**How many empty states remain at the top of the Ti 3d band in TiCo3?**

At 2.85 eV above the Fermi level, ferromagnetic TiCo3 still has a strong band of empty states. At 3.65 eV little of it remains. Someone reading an X-ray absorption spectrum of this alloy would want to know how the band ends: how many states lie halfway down, at 3.25 eV, and how many just beyond, at 4.05 eV? The density of states counts the electron states per eV in one cell, and the known rows, with some physics, allow a forecast for both energies.

TiCo3 in the Cu3Au structure (a = 3.605 Å), computed with Ansatz 0.2.0: PBEsol, scalar-relativistic PAW, collinear spin, 420 eV cutoff, 12×12×12 k mesh, 0.1 eV Gaussian smearing. The density of states uses tetrahedra on an 18×18×18 k mesh, averaged over 0.2 eV bins. Energies are counted from the Fermi level, and the 3d columns are Löwdin projections summed over sites.

```
energy (eV)  density of states total (states/eV/cell)  DOS Co 3d up (states/eV/cell)  DOS Co 3d down (states/eV/cell)  DOS Ti 3d down (states/eV/cell)  DOS Ti 3d up (states/eV/cell)
      -7.95                                       0.1                              0                                0                                0                              0
      -7.55                                       0.2                              0                                0                                0                              0
      -7.15                                      0.28                              0                                0                                0                              0
      -6.75                                      0.36                              0                                0                                0                              0
      -6.35                                      0.44                           0.01                                0                                0                              0
      -5.95                                      0.53                           0.02                             0.01                             0.01                           0.01
      -5.55                                       0.7                           0.04                             0.02                             0.01                           0.01
      -5.15                                      0.76                           0.06                             0.03                             0.02                           0.02
      -4.75                                       1.1                           0.16                             0.06                             0.05                           0.07
      -4.35                                      2.28                           0.81                             0.15                             0.11                           0.25
      -3.95                                      3.67                           1.36                             0.62                             0.33                           0.29
      -3.55                                      5.02                           2.78                             0.73                             0.35                           0.34
      -3.15                                      5.63                           3.16                             1.27                             0.37                           0.27
      -2.75                                      6.35                           2.73                             2.47                             0.47                           0.21
      -2.35                                      7.22                           3.89                             2.22                             0.47                           0.28
      -1.95                                      6.34                            3.4                             1.98                             0.27                            0.2
      -1.55                                     11.12                           6.25                             3.39                              0.4                           0.43
      -1.15                                     10.19                           5.77                              3.2                             0.33                           0.32
      -0.75                                      9.25                           2.63                             5.02                             0.67                           0.27
      -0.35                                      7.29                           2.55                             3.69                             0.43                           0.17
       0.05                                      4.43                           0.11                              3.7                             0.25                           0.06
       0.45                                      2.52                           0.02                             2.19                             0.11                           0.03
       0.85                                      2.47                           0.03                             2.19                             0.08                           0.03
       1.25                                      4.25                           1.19                             0.18                              0.1                           1.86
       1.65                                      9.76                           1.43                             1.94                             2.49                           3.25
       2.05                                      5.22                           0.22                             1.89                             2.05                           0.74
       2.45                                      2.56                           0.12                             0.45                              0.8                           0.86
       2.85                                         3                           0.17                             0.33                             0.89                           1.14
       3.25                                         ?                              ?                                ?                                ?                              ?
       3.65                                       0.8                           0.04                             0.06                             0.15                            0.2
       4.05                                         ?                              ?                                ?                                ?                              ?
       4.45                                      1.77                           0.09                             0.11                             0.24                           0.37
       4.85                                      1.55                           0.06                              0.1                              0.2                           0.22
       5.25                                      1.24                           0.04                             0.07                             0.12                           0.14
       5.65                                      1.04                           0.03                             0.05                             0.08                           0.09
```

**Which orbitals make which band**

The structure is the Cu3Au type, in which every atom has twelve nearest neighbours and those of Ti are all Co. Cobalt has more valence electrons than titanium and a deeper 3d level. Where the two kinds of d orbital overlap, they form bonding states, mostly on Co, and antibonding states, mostly on Ti. The bonding states are largely filled, whereas the antibonding ones lie above the Fermi level. At 2.85 eV, Ti 3d makes up about 68 % of the total.

Magnetism treats the two spins of Co differently. Up to 3 eV, the centre of the Co 3d weight lies at −1.7 eV for spin up and at −0.7 eV for spin down. States at the Fermi level are therefore mostly spin-down Co 3d, 84 % of the total in the row at 0.05 eV. Density functionals of this kind can exaggerate the moment of a weak itinerant magnet, in which case this splitting would be too large as well.

The splitting on Co also reaches the empty Ti band. Spin-down Co levels lie closer to the Ti levels, so the two mix more strongly. Between 1.25 and 2.85 eV, Co holds 43 % of the combined Co and Ti 3d weight for spin down, against 29 % for spin up.

Two levels that mix also push each other apart. If they start a distance $\Delta$ apart and are coupled by $V$, the upper one rises by

$$\sqrt{(\Delta/2)^2+V^2}-\Delta/2 .$$

This rise grows as $\Delta$ shrinks, so the spin-down antibonding states should end up higher. The table agrees in direction: the centre of the empty Ti weight, taken from 1.25 to 2.85 eV, lies about 0.2 eV higher for spin down. This is a coarse value: the window cuts off the top of the band, and the table lists only every second bin, so peaks in between may be missed. It also rests almost wholly on the row at 1.25 eV, where the spin-up band is well under way and the spin-down band has barely begun. That the repulsion causes this shift is an argument from theory, not something the table shows. A second effect works against it: the calculation gives Ti a small moment opposite to that of Co, which lowers Ti's own spin-down levels.

**From the picture to a forecast**

The simplest use of this picture is to treat the spin-down Ti band as a copy of the spin-up band, moved up by 0.2 eV. Moving it back places both spins on one curve, and the two unknown points at 3.25 eV are read off a straight line between the known ones. Everything other than Ti 3d is taken as the average of the neighbouring rows.

With $T_\uparrow$ and $T_\downarrow$ for the Ti 3d columns, $R$ for the remainder of the total and $d=0.4$ eV for the distance between rows, the total $D$ becomes

$$D(E)\approx T_\uparrow(E-d)+T_\downarrow(E+d)+\tfrac12\,[R(E-d)+R(E+d)] .$$

At 3.25 eV, the Ti part starts from 1.14 for spin up at 2.85 eV and ends at 0.15 for spin down at 3.65 eV. Three equal steps down the line give 0.81 for spin down and 0.48 for spin up, 1.29 together. The remainder is 0.97 at 2.85 eV and 0.45 at 3.65 eV, on average 0.71. The forecast total is thus $1.29+0.71=2.00$ states/eV/cell.

The error bar on a total is half the gap between its two neighbours, which is a rule of thumb. Of five known rows treated in the same way, four fall within it. The fifth is the peak at 1.65 eV, where the recipe comes out 3.5 states/eV/cell too low. A line between neighbours can't foresee a peak, nor a band that starts abruptly.

The forecasts, in states/eV/cell, are:

- **3.25 eV:** total 2.0 ± 1.1, with Ti 3d down 0.8 ± 0.5 and Ti 3d up 0.5 ± 0.5. Spin down should exceed spin up, the reverse of the order at 2.85 eV. The ranges overlap, so this is only a lean.
- **4.05 eV:** total 1.2 ± 0.5, with 0.44 ± 0.13 from Ti 3d of both spins. Most of the total should lie outside Ti 3d.

The size of the shift cancels from the total, because what one spin gains the other loses. A good total therefore can't confirm the shift, but the order of the spins at 3.25 eV can speak for or against it.

**The computed values**

The withheld rows as computed:

```
energy (eV)  density of states total (states/eV/cell)  DOS Co 3d up (states/eV/cell)  DOS Co 3d down (states/eV/cell)  DOS Ti 3d down (states/eV/cell)  DOS Ti 3d up (states/eV/cell)
       3.25                                       1.8                           0.12                             0.18                             0.45                           0.62
       4.05                                      0.72                           0.03                             0.05                             0.12                           0.15
```

**At 3.25 eV the total is right and the spin order wrong**

The total of 1.8 lies close to the forecast of 2.0. A plain average of the neighbouring totals, with no thought of spin, gives 1.9 and does slightly better. In the listed rows, the band fades fairly evenly between 2.85 and 3.65 eV, which is why both estimates work.

The spin order went against the forecast. Both Ti values lie within their wide ranges, but spin up has 0.62 and spin down only 0.45. The shift seen lower in the band doesn't carry over to its upper end as a simple displacement.

The known row at 3.65 eV could have given a warning. Where a band falls off, a copy moved up should have more weight than the original, yet spin down has less there too. Its Ti weight is about three quarters of the spin-up weight at 2.85, 3.25 and 3.65 eV alike. That can mean less Ti in each state, fewer states at these energies, or both.

Stronger mixing can account for part of this. It raises an antibonding state, but it also replaces part of its Ti character by Co character. At 2.85 eV the spin-down states have less Ti 3d than the spin-up states but about twice the Co 3d (0.33 against 0.17), and the sums for the two spins are nearly equal. At 3.25 eV, however, the extra spin-down Co 3d of 0.06 makes up only about a third of the 0.17 that Ti 3d lacks, so the spin-down d weight as a whole is also lower there. The forecast moved the Ti curve without making it lower, and so gave spin down too much weight.

A uniform shift was probably too simple as well. In the two-level picture, an antibonding state follows a small move of the Co level only in proportion to its own Co share. For spin up, Co holds 39 % of the combined Co and Ti 3d weight at 1.25 eV but only 13 % at 2.85 eV. The top of the band should therefore respond less to the splitting on Co than the lower edge does.

Ti's own opposite moment, by contrast, should matter most where the Ti share is large. It lowers the spin-down levels, so the spin-down band may even end slightly lower, which would fit its smaller d weight at 3.25 eV. The table can't separate these effects, and the explanations were found only after the values were known.

**At 4.05 eV the forecast is too high**

The computed total is 0.72. That is just inside the rounded range, but before rounding the miss of 0.53 exceeds the error bar of 0.49, so it counts as a narrow miss. The Ti part, 0.27, also falls below its range. Only the qualitative forecast holds: most of the weight does lie outside Ti 3d.

The forecast assumed a steady climb from 0.80 at 3.65 eV to 1.77 at 4.45 eV. Instead, the density stays low at 4.05 eV and more than doubles by the next row. Such a rise is what further bands produce when they set in, and about two thirds of the miss comes from states outside Ti 3d. In a transition-metal alloy, bands this far above the d states are usually broad and of mixed s, p and d character. The energy at which they start depends on the crystal's band structure, and the neighbouring rows don't reveal it.

**What to do about it**

Use the average of neighbouring rows only for a rough count inside a band that rises or falls evenly. Near a peak or the start of a band, print the density of states on a finer energy grid. The peak at 1.65 eV and the trough at 4.05 eV both show the cost of skipping this step.

For spin-resolved work, compare two things separately: where a band lies and how much of each element it contains. When a magnetic partner's levels approach those of the other metal for one spin, expect that spin's antibonding states to move up and to lose some of the other metal's character. The move should be largest for states with a large share of the magnetic partner, and an opposite moment on the other metal works against it. Here the table is consistent with the first effect in the lower part of the band only, and with the second both there and at the top.

In X-ray absorption, exciting a Ti 2p electron probes mainly the empty Ti 3d states. The hole left in the core shifts and reshapes them, so the density of states is only a first guide to the spectrum. The output below gives the model's results for the known test rows and for both forecasts.

The analysis program printed:

```
Centre of Co 3d up, listed bins below 3 eV [eV]: -1.736
Centre of Co 3d down, listed bins below 3 eV [eV]: -0.7365
Ti 3d centre, down less up, 1.25 to 2.85 eV [eV]: 0.1882
Co share of Co plus Ti 3d, spin up, 1.25 to 2.85 eV [%]: 28.51
Co share of Co plus Ti 3d, spin down, 1.25 to 2.85 eV [%]: 43.08
Co 3d down share of the total at 0.05 eV [%]: 83.52
Ti 3d share of the total at 2.85 eV [%]: 67.67
Test misses of the model at 1.65, 2.05, 2.45 eV [states/eV/cell]: -3.49, 1.29, 0.77
Test misses of plain midpoints at 1.65, 2.05, 2.45 eV [states/eV/cell]: -5.025, 0.94, 1.55
Error bars by the half-gap rule at 1.65, 2.05, 2.45 eV [states/eV/cell]: 0.485, 3.6, 1.11
Test misses of the model at 4.85, 5.25 eV [states/eV/cell]: 0.01, 0.06
Error bars by the half-gap rule at 4.85, 5.25 eV [states/eV/cell]: 0.265, 0.255
Forecast total at 3.25 eV [states/eV/cell]: 2
Error bar of the total at 3.25 eV [states/eV/cell]: 1.1
Forecast Ti 3d down at 3.25 eV [states/eV/cell]: 0.81
Forecast Ti 3d up at 3.25 eV [states/eV/cell]: 0.48
Error bar of each Ti 3d spin at 3.25 eV [states/eV/cell]: 0.495
Forecast total at 4.05 eV [states/eV/cell]: 1.245
Error bar of the total at 4.05 eV [states/eV/cell]: 0.485
Forecast Ti 3d, both spins, at 4.05 eV [states/eV/cell]: 0.44
Error bar of Ti 3d, both spins, at 4.05 eV [states/eV/cell]: 0.13
Plain midpoint totals at 3.25 and 4.05 eV [states/eV/cell]: 1.9, 1.285
Computed total at 3.25 eV [states/eV/cell]: 1.8
Miss of the total at 3.25 eV, forecast less computed [states/eV/cell]: 0.2
Computed Ti 3d down at 3.25 eV [states/eV/cell]: 0.45
Computed Ti 3d up at 3.25 eV [states/eV/cell]: 0.62
Computed total at 4.05 eV [states/eV/cell]: 0.72
Miss of the total at 4.05 eV, forecast less computed [states/eV/cell]: 0.525
Computed Ti 3d, both spins, at 4.05 eV [states/eV/cell]: 0.27
Remainder outside Ti 3d at 3.25 eV, forecast less computed [states/eV/cell]: -0.02
Remainder outside Ti 3d at 4.05 eV, forecast less computed [states/eV/cell]: 0.355
```
